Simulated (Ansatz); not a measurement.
# FeS2 (Pnnm): one cell, many starting occupations

How far apart do the states of FeS2 (Pnnm) lie when only the starting occupations change? Cell and atoms stay fixed.

Method: DFT PBE without U, plane waves, PAW, in Ansatz 0.2.0.

**1. The structure to begin with**

The structure is orthorhombic, space group Pnnm (No. 58). The conventional cell has a = 4.445 Å, b = 5.425 Å, c = 3.386 Å, α = 90.00°, β = 90.00°, γ = 90.00°. Around Fe (site symmetry 2/m) lie 6 S at 2.24 to 2.25 Å. S (site symmetry m) is surrounded by 1 S at 2.21 Å and 3 Fe at 2.24 to 2.25 Å.

As a file:

```cif
data_structure
_symmetry_space_group_name_H-M 'P 1'
_symmetry_Int_Tables_number 1
_cell_length_a 4.4446
_cell_length_b 5.4246
_cell_length_c 3.3864
_cell_angle_alpha 90.000
_cell_angle_beta 90.000
_cell_angle_gamma 90.000
_cell_volume 81.65
loop_
_atom_site_label
_atom_site_type_symbol
_atom_site_fract_x
_atom_site_fract_y
_atom_site_fract_z
_atom_site_occupancy
Fe1 Fe 0.00000 0.00000 0.00000 1
Fe2 Fe 0.50000 0.50000 0.50000 1
S1 S 0.20040 0.37870 0.00000 1
S2 S 0.79960 0.62130 0.00000 1
S3 S 0.70040 0.12130 0.50000 1
S4 S 0.29960 0.87870 0.50000 1
```

Magnetic order typed: opposed in the cell.

The runs: from atoms, symmetry kept, no search; natural orbitals of the symmetric run, filled by rank; random orbitals: single harmonics, first filling; random orbitals: fully mixed, first filling; random orbitals: drawn by pairs, first filling; from atoms, default search.

**2. From atoms, symmetry kept, no search**

The input, input.yaml:

```yaml
crystal:
  lattice:
    - [4.44459993, 0.0, 0.0]
    - [0.0, 5.42459991, 0.0]
    - [0.0, 0.0, 3.38639995]
  atoms:
    - { symbol: Fe, position: [0.0, 0.0, 0.0], spin: 4.0 }
    - { symbol: Fe, position: [0.5, 0.5, 0.5], spin: -4.0 }
    - { symbol: S, position: [0.2004, 0.3787, 0.0] }
    - { symbol: S, position: [0.7996, 0.6213, 0.0] }
    - { symbol: S, position: [0.7004, 0.1213, 0.5] }
    - { symbol: S, position: [0.2996, 0.8787, 0.5] }
basis:
  ecutwfc: 420
  ecutrho_ratio: 4
kpoints:
  mp_grid: { grid: [4, 4, 6] }
hamiltonian:
  xc: pbe
scf:
  occupations: { method: gaussian, width: 0.05 }
  lower_state_search: "off"
  max_iter: 150
output:
  forces: true
  stress: true
  eigenvalues: true
  populations: true
  hubbard: { sites: [{ site: 0, l: d }, { site: 1, l: d }] }
magnetization:
  spin_polarized: true
```

Command:

```
ansatz run input.yaml --threads 4 --pin off --max-ram 6144MiB --backend cpu --events-out ev --progress --plain --runs-dir out
```

Output, shortened:

```text
Warning: RAYON_NUM_THREADS=4 ignored (pool sized by the plan → 4); use --threads N
[...]
Pseudopotentials: kind: paw
Pseudopotential: Fe, paw, valence charge 16, recommended cutoff 420 eV (normal), Fe.paw.azcp
Pseudopotential: S, paw, valence charge 6, recommended cutoff 420 eV (normal), S.paw.azcp
Functional definition: PBE
[...]
Crystal: 6 atoms, lattice volume = 81.647 Å³
Basis set: ecut = 420 eV, 1607 PW (Γ), exchange–correlation on 60×80×48 points (8 copies of the dense FFT grid, shifted against one another)
Bands: 39, of which v1, the nominal top of the filled ones, is band 28 counted from 1 (27 counted from 0)
Symmetry: 4 space group operations
Space group: P2/m (ITA 10), of the structure as read, at distance tolerance 4.3e-5 Å
Magnetic group: BNS 58.397 (UNI 495), of the structure as read, at distance tolerance 4.3e-5 Å
k-points: 40 of 96
[...]
Starting moments: Σ|m| = 8 μB on 2 of 6 sites
Starting magnetic order: altermagnet, d-wave, planar spin-momentum locking; spin-degenerate planes through Γ normal to [0 1 0], [1 0 0] of the run's lattice
[...]
SCF iter   1: F=—  HF=-12571.977120 eV  |F-HF|=—  |Δ(HF+E_count)|=         —  Δρ=1.41e-1 (↑1.41e-1 ↓1.41e-1)  dr2=1.98e1  dr2_m=1.16e1  M=0.000 μB ∫|m|=3.756 μB  β_m=0.30  ethr=3.10e-3  ⟨swp⟩=5.8  Hψ=12639  notcnv=0  defer=22
[...]
spin=Collinear: Kerker preconditioning applied to the charge; magnetization (m = ρ↑ − ρ↓) channel mixes plain (no charge-response kernel on spin).
[...]
WARN: the starting moments were not kept: the SCF closed with an absolute magnetisation of 4.3e-6 μB, where they sum to 8 μB in size (2 sites). That is at most 0.1 of that sum. Measured as dr2_m measures the in/out step, that magnetisation stands 5.9e-12 eV from none, at or under the [...]
  atom   3  S      0.31654114    -0.22302810     0.00000000
  atom   4  S     -0.31654114     0.22302810     0.00000000
  atom   5  S      0.31654119     0.22302265     0.00000000
  atom   6  S     -0.31654119    -0.22302265     0.00000000
[...]
--- Stress (GPa, compression-positive) ---
       -0.254699      -0.000011       0.000000
       -0.000011      -0.985835       0.000000
        0.000000       0.000000      -0.723150
  P = ⅓ Tr σ = -0.6546 GPa (-6.546 kbar)
--- Band table (eV; the first three rows and the last of 80) ---
[...]
--- Löwdin populations: 6 sites ---
  site symbol       q [e]    m [muB]
     0     Fe     15.7101     0.0000
     1     Fe     15.7101    -0.0000
     2      S      5.9780     0.0000
     3      S      5.9780     0.0000
     4      S      5.9780    -0.0000
     5      S      5.9780    -0.0000
  spilling = 0.011922 (of n_electrons = 56.000000)
--- Occupation matrices: 2 shells (Löwdin-built; ε = 2.00e-2, provisional) ---
  Fe0 d_3D: site group C2h (2/m)
  Fe0 d_3D up     Tr n = 3.5819  λ = 0.465 0.517 0.839 0.840 0.921  [xz 0.83 (Eg 1.00) Bg(1.00) | xy 0.43 (Eg 1.00) Ag(1.00) | 2× yz 0.41 (T2g 1.00) Ag(0.50) | z2 0.76 (T2g 1.00) Ag(1.00)]
  Fe0 d_3D dn     Tr n = 3.5819  λ = 0.465 0.517 0.839 0.840 0.921  [xz 0.83 (Eg 1.00) Bg(1.00) | xy 0.43 (Eg 1.00) Ag(1.00) | 2× yz 0.41 (T2g 1.00) Ag(0.50) | z2 0.76 (T2g 1.00) Ag(1.00)]
  Fe1 d_3D: site group C2h (2/m)
  Fe1 d_3D up     Tr n = 3.5819  λ = 0.465 0.517 0.839 0.840 0.921  [xz 0.83 (Eg 1.00) Bg(1.00) | xy 0.43 (Eg 1.00) Ag(1.00) | 2× yz 0.41 (T2g 1.00) Ag(0.50) | z2 0.76 (T2g 1.00) Ag(1.00)]
  Fe1 d_3D dn     Tr n = 3.5819  λ = 0.465 0.517 0.839 0.840 0.921  [xz 0.83 (Eg 1.00) Bg(1.00) | xy 0.43 (Eg 1.00) Ag(1.00) | 2× yz 0.41 (T2g 1.00) Ag(0.50) | z2 0.76 (T2g 1.00) Ag(1.00)]
  Tr n, λ and their labels are of the run-group-symmetrised matrices; stabiliser: 16 of 16 elements of G0×{1,Θ} (closed), max defect 4.5e-6 at τ = 4.2e-3
```

Wall time 7.6 s (4 threads of Arm Neoverse V1, shared host); peak memory 0.53 GiB.

It ends with a gap on the mesh of 0.92 eV, pressure -0.7 GPa, no moment over 0.05 μB in any sphere, largest force component 0.32 eV/Å, 4 symmetry operations imposed.

The shells' filling, with natural orbitals sorted by occupation:

```tsv
shell	channel	electrons	over 0.8	0.2 to 0.8	under 0.2
Fe 3d (atom 1)	up	3.58	3	2	0
Fe 3d (atom 1)	down	3.58	3	2	0
```

**3. Natural orbitals of the symmetric run, filled by rank**

input.yaml, as its differences from that of step 2:

```diff
@@ -19,2 +19,36 @@
   xc: pbe
+  hubbard:
+    sites:
+      - { site: 0, l: d, u_eff: 0.0, starting_ns: [{ spin: up, occupation_matrix: s0up }, { spin: down, occupation_matrix: s0down }] }
+      - { site: 1, l: d, u_eff: 0.0, starting_ns: [{ spin: up, occupation_matrix: s1up }, { spin: down, occupation_matrix: s1down }] }
+    occupation_matrices:
+      s0up:
+        matrix:
+          - [0.97, 0.0, 0.0, 0.0, 0.0]
+          - [0.0, 0.18356, 0.35865, 0.0, 0.0]
+          - [0.0, 0.35865, 0.80644, 0.0, 0.0]
+          - [0.0, 0.0, 0.0, 0.97, 0.0]
+          - [0.0, 0.0, 0.0, 0.0, 0.97]
+      s0down:
+        matrix:
+          - [0.02, 0.0, 0.0, 0.0, 0.0]
+          - [0.0, 0.02, 0.0, 0.0, 0.0]
+          - [0.0, 0.0, 0.02, 0.0, 0.0]
+          - [0.0, 0.0, 0.0, 0.02, 0.0]
+          - [0.0, 0.0, 0.0, 0.0, 0.02]
+      s1up:
+        matrix:
+          - [0.02, 0.0, 0.0, 0.0, 0.0]
+          - [0.0, 0.02, 0.0, 0.0, 0.0]
+          - [0.0, 0.0, 0.02, 0.0, 0.0]
+          - [0.0, 0.0, 0.0, 0.02, 0.0]
+          - [0.0, 0.0, 0.0, 0.0, 0.02]
+      s1down:
+        matrix:
+          - [0.97, 0.0, 0.0, 0.0, 0.0]
+          - [0.0, 0.18356, -0.35865, 0.0, 0.0]
+          - [0.0, -0.35865, 0.80644, 0.0, 0.0]
+          - [0.0, 0.0, 0.0, 0.97, 0.0]
+          - [0.0, 0.0, 0.0, 0.0, 0.97]
+    ns_hold: { iters: 10 }
 scf:
@@ -29,2 +63,6 @@
   hubbard: { sites: [{ site: 0, l: d }, { site: 1, l: d }] }
+  write_density: true
+  write_potential: true
+  elf: true
+  volumetric_format: npy
 magnetization:
```

The typed matrices put 0.97 on the chosen orbitals and 0.02 on the others, and are held for 10 cycles.

Command:

```
ansatz run input.yaml --threads 4 --pin off --max-ram 6144MiB --backend cpu --events-out ev --progress --plain --runs-dir out
```

Output, shortened:

```text
Warning: RAYON_NUM_THREADS=4 ignored (pool sized by the plan → 4); use --threads N
Fe: projections on atomic orbitals take those of the free atom [Ne] 3s2 3p6 3d6 4s2, of charge +0.00 (hamiltonian.pseudopotentials.projection_atoms); the dataset's partial waves leave at most 1.1e-6 of an orbital's norm unspanned inside its sphere
S: projections on atomic orbitals take those of the free atom [Ne] 3s2 3p4, of charge +0.00 (hamiltonian.pseudopotentials.projection_atoms); the dataset's partial waves leave at most 1.6e-7 of an orbital's norm unspanned inside its sphere
[...]
[... 4 set-up lines as earlier in the session ...]
[...]
Crystal: 6 atoms, lattice volume = 81.647 Å³
Basis set: ecut = 420 eV, 1607 PW (Γ), exchange–correlation on 60×80×48 points (8 copies of the dense FFT grid, shifted against one another)
Bands: 39, of which v1, the nominal top of the filled ones, is band 28 counted from 1 (27 counted from 0)
[... 1 set-up line as earlier in the session ...]
[...]
WARN: the starting moments were not kept: the SCF closed with an absolute magnetisation of 9.3e-6 μB, where they sum to 8 μB in size (2 sites). That is at most 0.1 of that sum. Measured as dr2_m measures the in/out step, that magnetisation stands 3.9e-11 eV from none, at or under the [...]
WARN: hamiltonian.hubbard: on 4 of 4 specified blocks the occupation matrix of this SCF's result fails the test of the specified filling. At site 0 ↑ (sites count from 0 in the list of atoms of the cell that this SCF solves) the least filled combination of the orbitals specified full has [...]
  Fe0 d_3D dn     Tr n = 3.5060  λ = 0.434 0.486 0.833 0.834 0.919  [xz 0.83 (Eg 1.00) Bg(1.00) | xy 0.43 (Eg 1.00) Ag(1.00) | 2× yz 0.41 (T2g 1.00) Ag(0.50) | z2 0.76 (T2g 1.00) Ag(1.00)]
  specified occupation → Fe0 d_3D up: matrix, ‖Δ‖_F = 0.6675, Tr Δ = +0.3940, displaced = 0.6108, d_λ = 0.6675; orbital distance = 0.0032
  specified occupation → Fe0 d_3D dn: matrix, ‖Δ‖_F = 1.5877, Tr Δ = -3.4060, displaced = 1.7030, d_λ = 1.5877; orbital distance = 0.0000
  Fe1 d_3D: site group C2h (2/m)
  Fe1 d_3D up     Tr n = 3.5060  λ = 0.434 0.486 0.833 0.834 0.919  [xz 0.83 (Eg 1.00) Bg(1.00) | xy 0.43 (Eg 1.00) Ag(1.00) | 2× yz 0.41 (T2g 1.00) Ag(0.50) | z2 0.76 (T2g 1.00) Ag(1.00)]
  Fe1 d_3D dn     Tr n = 3.5060  λ = 0.434 0.486 0.833 0.834 0.919  [xz 0.83 (Eg 1.00) Bg(1.00) | xy 0.43 (Eg 1.00) Ag(1.00) | 2× yz 0.41 (T2g 1.00) Ag(0.50) | z2 0.76 (T2g 1.00) Ag(1.00)]
  specified occupation → Fe1 d_3D up: matrix, ‖Δ‖_F = 1.5877, Tr Δ = -3.4060, displaced = 1.7030, d_λ = 1.5877; orbital distance = 0.0000
  specified occupation → Fe1 d_3D dn: matrix, ‖Δ‖_F = 0.6675, Tr Δ = +0.3940, displaced = 0.6108, d_λ = 0.6675; orbital distance = 0.0032
  Tr n, λ and their labels are of the run-group-symmetrised matrices; stabiliser: 16 of 16 elements of G0×{1,Θ} (closed), max defect 4.3e-6 at τ = 4.2e-3
```

Run time: 26 s. Hardware: 4 threads of Arm Neoverse V1, shared host; peak memory 0.6 GiB.

Result: a gap on the mesh of 0.92 eV, pressure -0.7 GPa, no moment over 0.05 μB in any sphere, largest force component 0.32 eV/Å, 4 symmetry operations imposed. The program reports that the typed filling wasn't kept.

How the shells are filled (orbitals counted by the eigenvalues of the occupation matrices):

```tsv
shell	channel	electrons	over 0.8	0.2 to 0.8	under 0.2
Fe 3d (atom 1)	up	3.51	3	2	0
Fe 3d (atom 1)	down	3.51	3	2	0
```

Density in a lattice plane of the grid's cell (edges 4.44 and 5.42 Å, at 0.000 of the third edge), which holds Fe and S.

Ten even steps from '0' (0.05 e/Å³) to '9' (35.53 e/Å³):
```
64200000000000000024
11000000000000000001
00000000000000000000
00000000000000000000
00000000000000000000
00000000000000000000
00000000000000000000
00000000000000000000
00000000000000000000
00000000000000000000
00000000000000000000
00000000000000000000
00000000000000000000
00000000000000000000
00000000000000000000
00000000000000000000
00000000000000000000
11000000000000000001
64200000000000000024
97300000000000000037
```
Columns run along the first of these edges and rows up along the second, over one cell in 20 and 20 even steps from the bottom left corner. Atoms in the plane (fractional): Fe at (0.00, 0.00), S at (0.20, 0.38), S at (0.80, 0.62).

ELF in the same plane.

Ten even steps from '0' (0.02) to '9' (0.90):
```
87632111000001112357
55421111000001221123
22211110000012454311
32111000000025788864
74210000000257899999
85200000001467655799
85210000002577400258
85433332112588510158
87666765311478753479
88887888521258887888
89743578741135676667
88510158852112333345
88520047752000000125
89975567641000000025
79999987520000000124
34688875200000001112
21134542100000111122
53211221000001111245
87532111000001112367
99742111000001112479
```
Columns run along the first of these edges and rows up along the second, over one cell in 20 and 20 even steps from the bottom left corner. Atoms in the plane (fractional): Fe at (0.00, 0.00), S at (0.20, 0.38), S at (0.80, 0.62).

Both are smooth fields of the valence electrons: close to the nuclei they are not physical.

The highest ELF values outside the cores: 0.91 on the S–Fe line, 0.8 Å from S; 0.91 in the shell around S, 0.7 Å from S; 0.83 on the S–S line, 0.8 Å from S.

**4. Random orbitals: single harmonics, first filling**

input.yaml, as its differences from that of step 3:

```diff
@@ -27,5 +27,5 @@
           - [0.97, 0.0, 0.0, 0.0, 0.0]
-          - [0.0, 0.18356, 0.35865, 0.0, 0.0]
-          - [0.0, 0.35865, 0.80644, 0.0, 0.0]
-          - [0.0, 0.0, 0.0, 0.97, 0.0]
+          - [0.0, 0.97, 0.0, 0.0, 0.0]
+          - [0.0, 0.0, 0.97, 0.0, 0.0]
+          - [0.0, 0.0, 0.0, 0.02, 0.0]
           - [0.0, 0.0, 0.0, 0.0, 0.97]
@@ -48,7 +48,7 @@
           - [0.97, 0.0, 0.0, 0.0, 0.0]
-          - [0.0, 0.18356, -0.35865, 0.0, 0.0]
-          - [0.0, -0.35865, 0.80644, 0.0, 0.0]
-          - [0.0, 0.0, 0.0, 0.97, 0.0]
+          - [0.0, 0.97, 0.0, 0.0, 0.0]
+          - [0.0, 0.0, 0.97, 0.0, 0.0]
+          - [0.0, 0.0, 0.0, 0.02, 0.0]
           - [0.0, 0.0, 0.0, 0.0, 0.97]
-    ns_hold: { iters: 10 }
+    ns_hold: { iters: 12 }
 scf:
```

The typed matrices put 0.97 on the chosen orbitals and 0.02 on the others, and are held for 12 cycles.

Command:

```
ansatz run input.yaml --threads 4 --pin off --max-ram 6144MiB --backend cpu --events-out ev --progress --plain --runs-dir out
```

Output, shortened:

```text
Warning: RAYON_NUM_THREADS=4 ignored (pool sized by the plan → 4); use --threads N
Fe: projections on atomic orbitals take those of the free atom [Ne] 3s2 3p6 3d6 4s2, of charge +0.00 (hamiltonian.pseudopotentials.projection_atoms); the dataset's partial waves leave at most 1.1e-6 of an orbital's norm unspanned inside its sphere
S: projections on atomic orbitals take those of the free atom [Ne] 3s2 3p4, of charge +0.00 (hamiltonian.pseudopotentials.projection_atoms); the dataset's partial waves leave at most 1.6e-7 of an orbital's norm unspanned inside its sphere
[...]
[... 4 set-up lines as earlier in the session ...]
[...]
Crystal: 6 atoms, lattice volume = 81.647 Å³
Basis set: ecut = 420 eV, 1607 PW (Γ), exchange–correlation on 60×80×48 points (8 copies of the dense FFT grid, shifted against one another)
Bands: 39, of which v1, the nominal top of the filled ones, is band 28 counted from 1 (27 counted from 0)
[... 1 set-up line as earlier in the session ...]
[...]
WARN: the starting moments were not kept: the SCF closed with an absolute magnetisation of 7.9e-6 μB, where they sum to 8 μB in size (2 sites). That is at most 0.1 of that sum. Measured as dr2_m measures the in/out step, that magnetisation stands 1.5e-11 eV from none, at or under the [...]
WARN: hamiltonian.hubbard: on 4 of 4 specified blocks the occupation matrix of this SCF's result fails the test of the specified filling. At site 0 ↑ (sites count from 0 in the list of atoms of the cell that this SCF solves) the least filled combination of the orbitals specified full has [...]
  Fe0 d_3D dn     Tr n = 3.5060  λ = 0.434 0.486 0.833 0.834 0.919  [xz 0.83 (Eg 1.00) Bg(1.00) | xy 0.43 (Eg 1.00) Ag(1.00) | 2× yz 0.41 (T2g 1.00) Ag(0.50) | z2 0.76 (T2g 1.00) Ag(1.00)]
  specified occupation → Fe0 d_3D up: matrix, ‖Δ‖_F = 0.9919, Tr Δ = +0.3940, displaced = 0.9205, d_λ = 0.6675; orbital distance = 1.4142
  specified occupation → Fe0 d_3D dn: matrix, ‖Δ‖_F = 1.5877, Tr Δ = -3.4060, displaced = 1.7030, d_λ = 1.5877; orbital distance = 0.0000
  Fe1 d_3D: site group C2h (2/m)
  Fe1 d_3D up     Tr n = 3.5060  λ = 0.434 0.486 0.833 0.834 0.919  [xz 0.83 (Eg 1.00) Bg(1.00) | xy 0.43 (Eg 1.00) Ag(1.00) | 2× yz 0.41 (T2g 1.00) Ag(0.50) | z2 0.76 (T2g 1.00) Ag(1.00)]
  Fe1 d_3D dn     Tr n = 3.5060  λ = 0.434 0.486 0.833 0.834 0.919  [xz 0.83 (Eg 1.00) Bg(1.00) | xy 0.43 (Eg 1.00) Ag(1.00) | 2× yz 0.41 (T2g 1.00) Ag(0.50) | z2 0.76 (T2g 1.00) Ag(1.00)]
  specified occupation → Fe1 d_3D up: matrix, ‖Δ‖_F = 1.5877, Tr Δ = -3.4060, displaced = 1.7030, d_λ = 1.5877; orbital distance = 0.0000
  specified occupation → Fe1 d_3D dn: matrix, ‖Δ‖_F = 0.9919, Tr Δ = +0.3940, displaced = 0.9205, d_λ = 0.6675; orbital distance = 1.4142
  Tr n, λ and their labels are of the run-group-symmetrised matrices; stabiliser: 16 of 16 elements of G0×{1,Θ} (closed), max defect 7.7e-6 at τ = 4.2e-3
```

It took 33 s on 4 threads of Arm Neoverse V1, shared host; peak memory 0.6 GiB.

It ends with a gap on the mesh of 0.92 eV, pressure -0.7 GPa, no moment over 0.05 μB in any sphere, largest force component 0.32 eV/Å, 4 symmetry operations imposed. The program reports that the typed filling wasn't kept.

The shells' filling, with natural orbitals sorted by occupation:

```tsv
shell	channel	electrons	over 0.8	0.2 to 0.8	under 0.2
Fe 3d (atom 1)	up	3.51	3	2	0
Fe 3d (atom 1)	down	3.51	3	2	0
```

Density in a lattice plane of the grid's cell (edges 4.44 and 5.42 Å, at 0.000 of the third edge), which holds Fe and S.

Ten even steps from '0' (0.05 e/Å³) to '9' (35.53 e/Å³):
```
64200000000000000024
11000000000000000001
00000000000000000000
00000000000000000000
00000000000000000000
00000000000000000000
00000000000000000000
00000000000000000000
00000000000000000000
00000000000000000000
00000000000000000000
00000000000000000000
00000000000000000000
00000000000000000000
00000000000000000000
00000000000000000000
00000000000000000000
11000000000000000001
64200000000000000024
97300000000000000037
```
Columns run along the first of these edges and rows up along the second, over one cell in 20 and 20 even steps from the bottom left corner. Atoms in the plane (fractional): Fe at (0.00, 0.00), S at (0.20, 0.38), S at (0.80, 0.62).

ELF in the same plane.

Values, 12 rows by 10 columns:
```
0.59 0.47 0.19 0.18 0.08 0.03 0.06 0.20 0.20 0.35
0.18 0.20 0.16 0.12 0.05 0.03 0.15 0.50 0.58 0.29
0.66 0.21 0.08 0.04 0.03 0.10 0.46 0.75 0.87 0.90
0.74 0.23 0.06 0.05 0.06 0.23 0.67 0.49 0.17 0.65
0.75 0.46 0.44 0.42 0.18 0.23 0.72 0.59 0.07 0.55
0.78 0.79 0.69 0.78 0.53 0.17 0.53 0.78 0.69 0.79
0.75 0.55 0.07 0.59 0.72 0.23 0.18 0.42 0.44 0.46
0.74 0.65 0.17 0.49 0.67 0.23 0.06 0.05 0.06 0.23
0.66 0.90 0.87 0.75 0.46 0.10 0.03 0.04 0.08 0.21
0.18 0.29 0.58 0.50 0.15 0.03 0.05 0.12 0.16 0.20
0.59 0.35 0.20 0.20 0.06 0.03 0.08 0.18 0.19 0.47
0.89 0.65 0.26 0.18 0.07 0.03 0.07 0.18 0.26 0.65
```
Columns run along the first of these edges and rows up along the second, over one cell in 10 and 12 even steps from the bottom left corner. Atoms in the plane (fractional): Fe at (0.00, 0.00), S at (0.20, 0.38), S at (0.80, 0.62).

Both are smooth fields of the valence electrons: close to the nuclei they are not physical.

Outside the cores ELF peaks at 0.91 on the S–Fe line, 0.8 Å from S; 0.91 in the shell around S, 0.7 Å from S; 0.83 on the S–S line, 0.8 Å from S.

[end of part 1 of 2]
